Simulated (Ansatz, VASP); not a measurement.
**Al: VASP beside Ansatz**

Contents of INCAR:

```
  PREC = Accurate
  ENCUT = 600
  EDIFF = 1E-7
  ISMEAR = -1
  SIGMA = 0.05
  LREAL = F
  LASPH = T
  NELM = 100
  ALGO = Normal
  ISIF = 3
  LWAVE = F
  LCHARG = F
  GGA = PE
  IVDW = 13
  IBRION = 2
  NSW = 80
  EDIFFG = -0.005
```

Contents of KPOINTS:

```
Automatic mesh
0
Gamma
  11 11 11
```

The input POSCAR:

```
Al
1.0
    0.0000000000      2.0248050000      2.0248050000
    2.0248050000      0.0000000000      2.0248050000
    2.0248050000      2.0248050000      0.0000000000
Al
1
Direct
    0.0000000000      0.0000000000      0.0000000000
```

The input input.yaml:

```yaml
crystal:
  lattice:
    - [0.0, 2.024805, 2.024805]
    - [2.024805, 0.0, 2.024805]
    - [2.024805, 2.024805, 0.0]
  atoms:
    - { symbol: Al, position: [0.0, 0.0, 0.0] }
kpoints:
  mp_grid: { grid: [11, 11, 11] }
scf:
  occupations: { method: fermi_dirac, width: 0.05 }
hamiltonian:
  xc: pbe
  dispersion: d4
  pseudopotentials: { kind: all_electron, lapw: { basis_error: 0.001 } }
output:
  forces: true
  stress: true
relax:
  f_tol: 0.005
  max_steps: 60
  cell: {}
```

Alike in both runs: task relaxation of cell and atoms; functional PBE; dispersion D4; k mesh 11 × 11 × 11; occupations fermi-dirac, width 0.05 eV; no spin polarisation.

|  | VASP | Ansatz |
| --- | --- | --- |
| version | VASP 6.6.1 | Ansatz 0.2.0 |
| potentials or method | VASP PAW PBE potentials, release 64 (Al) | all-electron LAPW, scalar-relativistic |
| plane-wave cutoff (eV) | 600 | see its input |

```csv
,VASP,Ansatz,Ansatz less VASP
relaxed volume (Å³/atom),15.86,15.86,+0.006
relaxed cell length with the largest relative difference (Å),2.820,2.820,+0.0004
energy change over the relaxation (meV/atom),-9,-9,+0.1
```

Ansatz ran all-electron here, so the differences hold the error of VASP's frozen core and of both bases.

Caveats: pairwise dispersion overbinds metals, which lowers pressure and volume (VASP).
